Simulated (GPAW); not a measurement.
# TePb (Fm-3m) in GPAW: notebook, part 2 of 2

GPAW 26.7.0. Earlier steps stand in the parts before.

## (3) Relaxation of cell and atoms, RPBE

run.py reads:

```python
from ase import Atoms
from ase.filters import FrechetCellFilter
from ase.io import write
from ase.optimize import BFGS
from gpaw import GPAW, PW

atoms = Atoms(['Pb', 'Te'],
              cell=[[0.0, 3.231, 3.231],
                    [3.231, 0.0, 3.231],
                    [3.231, 3.231, 0.0]],
              scaled_positions=[[0.0, 0.0, 0.0],
                                [0.5, 0.5, 0.5]],
              pbc=True)

calc = GPAW(mode=PW(600),
            xc='RPBE',
            kpts={'size': (7, 7, 7), 'gamma': True},
            occupations={'name': 'fermi-dirac', 'width': 0.05},
            nbands=19,
            convergence={'density': 1e-05, 'forces': 0.0001},
            maxiter=150,
            txt='gpaw.txt')
atoms.calc = calc
opt = BFGS(FrechetCellFilter(atoms), trajectory='relax.traj', logfile='-')
done = opt.run(fmax=0.02, steps=60)
calc.write('gs.gpw')
write('result.traj', atoms)
print('Converged:', done)
print('Cell:', atoms.cell.cellpar().round(4))
print('Volume:', round(atoms.get_volume(), 4))
print(atoms.get_scaled_positions().round(5))
```

Potentials or basis: the program's PAW data sets (release 1.2.1) made for this functional, pw.

Command:

```sh
$ OMP_NUM_THREADS=1 python run.py
```

gpaw.txt:

```text
__  _  _
 | _ |_)|_||  |
 |__||  | ||/\| - 26.7.0

Input parameters:
  mode=PW(ecut=600.0),
  convergence={'density': 1e-05, 'forces': 0.0001},
  kpts=MonkhorstPack(size=(7, 7, 7), gamma=True),
  maxiter=150,
  nbands=19,
  occupations=Occupations(name='fermi-dirac', width=0.05),
  xc=XC(name='RPBE')

Diagonalizing LCAO Hamiltonian
Converting LCAO to pw mode

                 Te

       Pb

Atoms  # Å, Bohr magnetons
|   | symbol |        x |        y |        z |    initial magnetic moments |
|---|--------|----------|----------|----------|-----------------------------|
| 0 |     Pb | 0.000000 | 0.000000 | 0.000000 | ( 0.0000,  0.0000,  0.0000) |
| 1 |     Te | 3.231000 | 3.231000 | 3.231000 | ( 0.0000,  0.0000,  0.0000) |

Unit cell  # Å
| periodic |        x |        y |        z |  lengths |    angles |
|----------|----------|----------|----------|----------|-----------|
|      yes | 0.000000 | 3.231000 | 3.231000 | 4.569324 | 60.000000 |
|      yes | 3.231000 | 0.000000 | 3.231000 | 4.569324 | 60.000000 |
|      yes | 3.231000 | 3.231000 | 0.000000 | 4.569324 | 60.000000 |

Number of symmetries: 48
Symmetry operations  # r_c * U_cc + t_c -> r_c
|    | kind |            matrix            |
|----|------|------------------------------|
|  0 |  σ   |  1, 0, 0,  1, 0,-1,  1,-1, 0 |
|  1 |  C2  |  1, 0, 0,  1,-1, 0,  1, 0,-1 |
|  2 |  E   |  1, 0, 0,  0, 1, 0,  0, 0, 1 |
|  3 |  σ   |  1, 0, 0,  0, 0, 1,  0, 1, 0 |
|  4 |  C4  |  1, 0,-1,  1, 0, 0,  1,-1, 0 |
|  5 |  S6  |  1, 0,-1,  1,-1, 0,  1, 0, 0 |
|  6 |  σ   |  1, 0,-1,  0, 1,-1,  0, 0,-1 |
|  7 |  C3  |  1, 0,-1,  0, 0,-1,  0, 1,-1 |
|  8 |  S6  |  1,-1, 0,  1, 0, 0,  1, 0,-1 |
|  9 |  C4  |  1,-1, 0,  1, 0,-1,  1, 0, 0 |
| 10 |  C3  |  1,-1, 0,  0,-1, 1,  0,-1, 0 |
| 11 |  σ   |  1,-1, 0,  0,-1, 0,  0,-1, 1 |
| 12 |  σ   |  0, 1, 0,  1, 0, 0,  0, 0, 1 |
| 13 |  C4  |  0, 1, 0,  0, 1,-1, -1, 1, 0 |
[... 228 lines left out ...]
Stress tensor  # eV/Ang^3
|         x |         y |         z |
|-----------|-----------|-----------|
| -0.020959 |  0.000000 |  0.000000 |
|  0.000000 | -0.020959 | -0.000000 |
|  0.000000 | -0.000000 | -0.020959 |

Forces  # eV/Ang
|       x |        y |        z |
|---------|----------|----------|
| 0.00000 |  0.00000 | -0.00000 |  # Pb   0
| 0.00000 | -0.00000 | -0.00000 |  # Te   1

Interpolating wave functions to new cell

                 Te

       Pb

Atoms  # Å, Bohr magnetons
|   | symbol |        x |         y |         z |    initial magnetic moments |
|---|--------|----------|-----------|-----------|-----------------------------|
| 0 |     Pb | 0.000000 | -0.000000 | -0.000000 | ( 0.0000,  0.0000,  0.0000) |
| 1 |     Te | 3.247356 |  3.247356 |  3.247356 | ( 0.0000,  0.0000,  0.0000) |

Unit cell  # Å
| periodic |         x |        y |        z |  lengths |    angles |
|----------|-----------|----------|----------|----------|-----------|
|      yes | -0.000000 | 3.247356 | 3.247356 | 4.592455 | 60.000000 |
|      yes |  3.247356 | 0.000000 | 3.247356 | 4.592455 | 60.000000 |
|      yes |  3.247356 | 3.247356 | 0.000000 | 4.592455 | 60.000000 |

Number of symmetries: 48
Symmetry operations  # r_c * U_cc + t_c -> r_c
|    | kind |            matrix            |
|----|------|------------------------------|
|  0 |  σ   |  1, 0, 0,  1, 0,-1,  1,-1, 0 |
|  1 |  C2  |  1, 0, 0,  1,-1, 0,  1, 0,-1 |
|  2 |  E   |  1, 0, 0,  0, 1, 0,  0, 0, 1 |
|  3 |  σ   |  1, 0, 0,  0, 0, 1,  0, 1, 0 |
|  4 |  C4  |  1, 0,-1,  1, 0, 0,  1,-1, 0 |
|  5 |  S6  |  1, 0,-1,  1,-1, 0,  1, 0, 0 |
|  6 |  σ   |  1, 0,-1,  0, 1,-1,  0, 0,-1 |
|  7 |  C3  |  1, 0,-1,  0, 0,-1,  0, 1,-1 |
|  8 |  S6  |  1,-1, 0,  1, 0, 0,  1, 0,-1 |
|  9 |  C4  |  1,-1, 0,  1, 0,-1,  1, 0, 0 |
| 10 |  C3  |  1,-1, 0,  0,-1, 1,  0,-1, 0 |
| 11 |  σ   |  1,-1, 0,  0,-1, 0,  0,-1, 1 |
| 12 |  σ   |  0, 1, 0,  1, 0, 0,  0, 0, 1 |
| 13 |  C4  |  0, 1, 0,  0, 1,-1, -1, 1, 0 |
[... 228 lines left out ...]
Stress tensor  # eV/Ang^3
|         x |         y |         z |
|-----------|-----------|-----------|
| -0.016506 |  0.000000 |  0.000000 |
|  0.000000 | -0.016506 |  0.000000 |
|  0.000000 |  0.000000 | -0.016506 |

Forces  # eV/Ang
|        x |        y |        z |
|----------|----------|----------|
| -0.00000 |  0.00000 | -0.00000 |  # Pb   0
| -0.00000 | -0.00000 | -0.00000 |  # Te   1

Interpolating wave functions to new cell

                 Te

       Pb

Atoms  # Å, Bohr magnetons
|   | symbol |         x |        y |        z |    initial magnetic moments |
|---|--------|-----------|----------|----------|-----------------------------|
| 0 |     Pb | -0.000000 | 0.000000 | 0.000000 | ( 0.0000,  0.0000,  0.0000) |
| 1 |     Te |  3.313436 | 3.313436 | 3.313436 | ( 0.0000,  0.0000,  0.0000) |

Unit cell  # Å
| periodic |        x |         y |         z |  lengths |    angles |
|----------|----------|-----------|-----------|----------|-----------|
|      yes | 0.000000 |  3.313436 |  3.313436 | 4.685906 | 60.000000 |
|      yes | 3.313436 | -0.000000 |  3.313436 | 4.685906 | 60.000000 |
|      yes | 3.313436 |  3.313436 | -0.000000 | 4.685906 | 60.000000 |

Number of symmetries: 48
Symmetry operations  # r_c * U_cc + t_c -> r_c
|    | kind |            matrix            |
|----|------|------------------------------|
|  0 |  σ   |  1, 0, 0,  1, 0,-1,  1,-1, 0 |
|  1 |  C2  |  1, 0, 0,  1,-1, 0,  1, 0,-1 |
|  2 |  E   |  1, 0, 0,  0, 1, 0,  0, 0, 1 |
|  3 |  σ   |  1, 0, 0,  0, 0, 1,  0, 1, 0 |
|  4 |  C4  |  1, 0,-1,  1, 0, 0,  1,-1, 0 |
|  5 |  S6  |  1, 0,-1,  1,-1, 0,  1, 0, 0 |
|  6 |  σ   |  1, 0,-1,  0, 1,-1,  0, 0,-1 |
|  7 |  C3  |  1, 0,-1,  0, 0,-1,  0, 1,-1 |
|  8 |  S6  |  1,-1, 0,  1, 0, 0,  1, 0,-1 |
|  9 |  C4  |  1,-1, 0,  1, 0,-1,  1, 0, 0 |
| 10 |  C3  |  1,-1, 0,  0,-1, 1,  0,-1, 0 |
| 11 |  σ   |  1,-1, 0,  0,-1, 0,  0,-1, 1 |
| 12 |  σ   |  0, 1, 0,  1, 0, 0,  0, 0, 1 |
| 13 |  C4  |  0, 1, 0,  0, 1,-1, -1, 1, 0 |
[... 228 lines left out ...]
Stress tensor  # eV/Ang^3
|         x |         y |         z |
|-----------|-----------|-----------|
| -0.001359 | -0.000000 | -0.000000 |
| -0.000000 | -0.001359 |  0.000000 |
| -0.000000 |  0.000000 | -0.001359 |

Forces  # eV/Ang
|        x |        y |       z |
|----------|----------|---------|
| -0.00000 | -0.00000 | 0.00000 |  # Pb   0
| -0.00000 | -0.00000 | 0.00000 |  # Te   1

Interpolating wave functions to new cell

                 Te

       Pb

Atoms  # Å, Bohr magnetons
|   | symbol |         x |        y |        z |    initial magnetic moments |
|---|--------|-----------|----------|----------|-----------------------------|
| 0 |     Pb | -0.000000 | 0.000000 | 0.000000 | ( 0.0000,  0.0000,  0.0000) |
| 1 |     Te |  3.319841 | 3.319841 | 3.319841 | ( 0.0000,  0.0000,  0.0000) |

Unit cell  # Å
| periodic |        x |         y |         z |  lengths |    angles |
|----------|----------|-----------|-----------|----------|-----------|
|      yes | 0.000000 |  3.319841 |  3.319841 | 4.694964 | 60.000000 |
|      yes | 3.319841 | -0.000000 |  3.319841 | 4.694964 | 60.000000 |
|      yes | 3.319841 |  3.319841 | -0.000000 | 4.694964 | 60.000000 |

Number of symmetries: 48
Symmetry operations  # r_c * U_cc + t_c -> r_c
|    | kind |            matrix            |
|----|------|------------------------------|
|  0 |  σ   |  1, 0, 0,  1, 0,-1,  1,-1, 0 |
|  1 |  C2  |  1, 0, 0,  1,-1, 0,  1, 0,-1 |
|  2 |  E   |  1, 0, 0,  0, 1, 0,  0, 0, 1 |
|  3 |  σ   |  1, 0, 0,  0, 0, 1,  0, 1, 0 |
|  4 |  C4  |  1, 0,-1,  1, 0, 0,  1,-1, 0 |
|  5 |  S6  |  1, 0,-1,  1,-1, 0,  1, 0, 0 |
|  6 |  σ   |  1, 0,-1,  0, 1,-1,  0, 0,-1 |
|  7 |  C3  |  1, 0,-1,  0, 0,-1,  0, 1,-1 |
|  8 |  S6  |  1,-1, 0,  1, 0, 0,  1, 0,-1 |
|  9 |  C4  |  1,-1, 0,  1, 0,-1,  1, 0, 0 |
| 10 |  C3  |  1,-1, 0,  0,-1, 1,  0,-1, 0 |
| 11 |  σ   |  1,-1, 0,  0,-1, 0,  0,-1, 1 |
| 12 |  σ   |  0, 1, 0,  1, 0, 0,  0, 0, 1 |
| 13 |  C4  |  0, 1, 0,  0, 1,-1, -1, 1, 0 |
[... 227 lines left out ...]
Stress tensor  # eV/Ang^3
|         x |         y |         z |
|-----------|-----------|-----------|
| -0.000112 | -0.000000 | -0.000000 |
| -0.000000 | -0.000112 |  0.000000 |
| -0.000000 |  0.000000 | -0.000112 |

Forces  # eV/Ang
|        x |        y |        z |
|----------|----------|----------|
|  0.00000 |  0.00000 | -0.00000 |  # Pb   0
| -0.00000 | -0.00000 |  0.00000 |  # Te   1

# Writing to gs.gpw (mode='')
```

Run time: 59 s. Hardware: 1 thread of Arm Neoverse V2, shared host; peak memory 0.23 GiB.

What came out:

```
Free energy                            : -7.1299 eV
Relaxed volume                         : 36.59 Å³/atom
Relaxed cell                           : a = 4.695 Å, b = 4.695 Å, c = 4.695 Å, α = 60.00°, β = 60.00°, γ = 60.00°
Space group after relaxing (to 0.05 Å) : Fm-3m (No. 225)
Energy gained by relaxing              : 28.1 meV/atom
Ionic steps                            : 4
Pressure after relaxing                : 0.0 GPa
```

The path:
```tsv
step	energy change (eV)	largest force (eV/Å)	pressure (GPa)	volume (Å³)
1	0.0000	0.0000	3.36	67.46
2	-0.0193	0.0000	2.64	68.49
3	-0.0559	0.0000	0.22	72.76
4	-0.0562	0.0000	0.02	73.18
```

Final structure:
```
Pb Te
1.0
     0.00000    3.31984    3.31984
     3.31984    0.00000    3.31984
     3.31984    3.31984    0.00000
Pb Te
1 1
Cartesian
  0.0000 0.0000 0.0000
  3.3198 3.3198 3.3198
```

Caveat: this odd mesh misses L, where the gap lies, so gap, dielectric constants and Born charges aren't listed; later steps reuse the first step's grids. Spin-orbit coupling is left out, which matters for the levels of Pb, Te.

## (4) Relaxation of cell and atoms, RPBE+D3(BJ)

run.py reads:

```python
from ase.calculators.mixing import SumCalculator
from ase.filters import FrechetCellFilter
from ase.io import read, write
from ase.optimize import BFGS
from dftd3.ase import DFTD3
from gpaw import GPAW, PW

atoms = read('POSCAR')

calc = GPAW(mode=PW(600),
            xc='RPBE',
            kpts={'size': (7, 7, 7), 'gamma': True},
            occupations={'name': 'fermi-dirac', 'width': 0.05},
            nbands=19,
            convergence={'density': 1e-05, 'forces': 0.0001},
            maxiter=150,
            txt='gpaw.txt')
atoms.calc = SumCalculator([calc, DFTD3(method='rpbe', damping='d3bj')])
opt = BFGS(FrechetCellFilter(atoms), trajectory='relax.traj', logfile='-')
done = opt.run(fmax=0.02, steps=60)
calc.write('gs.gpw')
write('result.traj', atoms)
print('Converged:', done)
print('Cell:', atoms.cell.cellpar().round(4))
print('Volume:', round(atoms.get_volume(), 4))
print(atoms.get_scaled_positions().round(5))
```

POSCAR reads:

```
TePb
1.0
    0.0000000000      3.2310000000      3.2310000000
    3.2310000000      0.0000000000      3.2310000000
    3.2310000000      3.2310000000      0.0000000000
Pb Te
1 1
Direct
    0.0000000000      0.0000000000      0.0000000000
    0.5000000000      0.5000000000      0.5000000000
```

Command:

```sh
$ OMP_NUM_THREADS=1 python run.py
```

Run time: 72 s. Hardware: 1 thread of Arm Neoverse V2, shared host; peak memory 0.24 GiB.

It converged, with:

| Quantity | Value |
| --- | --- |
| Free energy | -11.4714 eV |
| Relaxed volume | 26.75 Å³/atom |
| Relaxed cell | a = 4.229 Å, b = 4.229 Å, c = 4.229 Å, α = 60.00°, β = 60.00°, γ = 60.00° |
| Space group after relaxing (to 0.05 Å) | Fm-3m (No. 225) |
| Energy gained by relaxing | 290.3 meV/atom |
| Ionic steps | 6 |
| Pressure after relaxing | 0.0 GPa |
| Dispersion energy per atom | -2.672 eV |

Step by step:
```tsv
step	energy change (eV)	largest force (eV/Å)	pressure (GPa)	volume (Å³)
1	0.0000	0.0000	-10.71	67.46
2	-0.2016	0.0000	-9.51	64.28
3	-0.4855	0.0000	7.76	49.27
4	-0.5754	0.0000	-1.50	54.58
5	-0.5805	0.0000	-0.15	53.60
6	-0.5806	0.0000	0.00	53.49
```

Final structure:
```xyz
2
Lattice="0.0000 2.9906 2.9906 2.9906 0.0000 2.9906 2.9906 2.9906 0.0000" Properties=species:S:1:pos:R:3 pbc="T T T"
Pb    0.0000    0.0000    0.0000
Te    2.9906    2.9906    2.9906
```

Levels at points of the mesh, in eV from the Fermi level:
```csv
k point,band 6,band 7,band 8,band 9,band 10,band 11,band 12,band 13,band 14,band 15
"(0.00, 0.00, 0.00)",-14.49,-5.02,-2.63,-2.63,-2.63,4.01,4.01,4.01,4.96,4.96
```

Caveat: this odd mesh misses L, where the gap lies, so gap, dielectric constants and Born charges aren't listed; later steps reuse the first step's grids; the volume moved by over 15 % at a fixed basis, so the end points are rough. The run has no spin-orbit coupling, so splittings on Pb, Te are missing.

## (5) Relaxation of cell and atoms, RPBE+D4

run.py, as its differences from that of step 4:

```diff
@@ -4,3 +4,3 @@
 from ase.optimize import BFGS
-from dftd3.ase import DFTD3
+from dftd4.ase import DFTD4
 from gpaw import GPAW, PW
@@ -17,3 +17,3 @@
             txt='gpaw.txt')
-atoms.calc = SumCalculator([calc, DFTD3(method='rpbe', damping='d3bj')])
+atoms.calc = SumCalculator([calc, DFTD4(method='rpbe')])
 opt = BFGS(FrechetCellFilter(atoms), trajectory='relax.traj', logfile='-')
```

POSCAR is that of step 4.

Command:

```sh
$ OMP_NUM_THREADS=1 python run.py
```

It took 77 s on 1 thread of Arm Neoverse V2, shared host; peak memory 0.24 GiB.

Results (log left out):

| Item | Value |
| --- | --- |
| Free energy | -8.6096 eV |
| Relaxed volume | 33.47 Å³/atom |
| Relaxed cell | a = 4.558 Å, b = 4.558 Å, c = 4.558 Å, α = 60.00°, β = 60.00°, γ = 60.00° |
| Space group after relaxing (to 0.05 Å) | Fm-3m (No. 225) |
| Energy gained by relaxing | 0.2 meV/atom |
| Ionic steps | 3 |
| Pressure after relaxing | 0.0 GPa |
| Dispersion energy per atom | -0.774 eV |

The path:
| step | energy change (eV) | largest force (eV/Å) | pressure (GPa) | volume (Å³) |
| --- | --- | --- | --- | --- |
| 1 | 0.0000 | 0.0000 | -0.30 | 67.46 |
| 2 | -0.0002 | 0.0000 | -0.25 | 67.37 |
| 3 | -0.0004 | 0.0000 | 0.01 | 66.95 |

Final structure:
```xyz
2
Lattice="0.0000 3.2228 3.2228 3.2228 0.0000 3.2228 3.2228 3.2228 0.0000" Properties=species:S:1:pos:R:3 pbc="T T T"
Pb    0.0000    0.0000    0.0000
Te    3.2228    3.2228    3.2228
```

Levels at points of the mesh, in eV from the Fermi level:
```
           k point  band 6  band 7  band 8  band 9  band 10  band 11  band 12  band 13  band 14  band 15
(0.00, 0.00, 0.00)  -12.48   -5.91   -1.85   -1.85    -1.85     3.65     3.65     3.65     5.38     5.38
```

Caveat: this odd mesh misses L, where the gap lies, so gap, dielectric constants and Born charges aren't listed; later steps reuse the first step's grids.

## (6) The runs side by side

| task | level | potentials or basis | cell | k mesh | cutoff (eV) | smearing | optimizer | fmax | max steps | convergence | pressure (GPa) | relaxed volume (Å³/atom) |
| --- | --- | --- | --- | --- | --- | --- | --- | --- | --- | --- | --- | --- |
| electron localisation function | PBE | GPAW PAW data sets (gpaw-data 1.2.1), pw | as given | 5 × 5 × 5 | 510 | fermi-dirac 0.01 eV | - | - | - | - | 1.7 | - |
| relaxation of cell and atoms | RPBE | the program's PAW data sets (release 1.2.1) made for this functional, pw | relaxed | 7 × 7 × 7 | 600 | fermi-dirac 0.05 eV | BFGS | 0.02 eV/Å | 60 | density=1e-05 forces=0.0001 | 0.0 | 36.59 |
| relaxation of cell and atoms | RPBE+D3(BJ) | the program's PAW data sets (release 1.2.1) made for this functional, pw | relaxed | 7 × 7 × 7 | 600 | fermi-dirac 0.05 eV | BFGS | 0.02 eV/Å | 60 | density=1e-05 forces=0.0001 | 0.0 | 26.75 |
| relaxation of cell and atoms | RPBE+D4 | the program's PAW data sets (release 1.2.1) made for this functional, pw | relaxed | 7 × 7 × 7 | 600 | fermi-dirac 0.05 eV | BFGS | 0.02 eV/Å | 60 | density=1e-05 forces=0.0001 | 0.0 | 33.47 |

Alike in all rows: no spin polarisation.

Caveats: later steps reuse the first step's grids (some runs); the cutoff is short for stress and forces, so pressures can be off by a GPa or more (some runs); the volume moved by over 15 % at a fixed basis, so the end points are rough (some runs).

Total energies depend on the potentials used, so only differences within one code and one set of settings carry meaning.
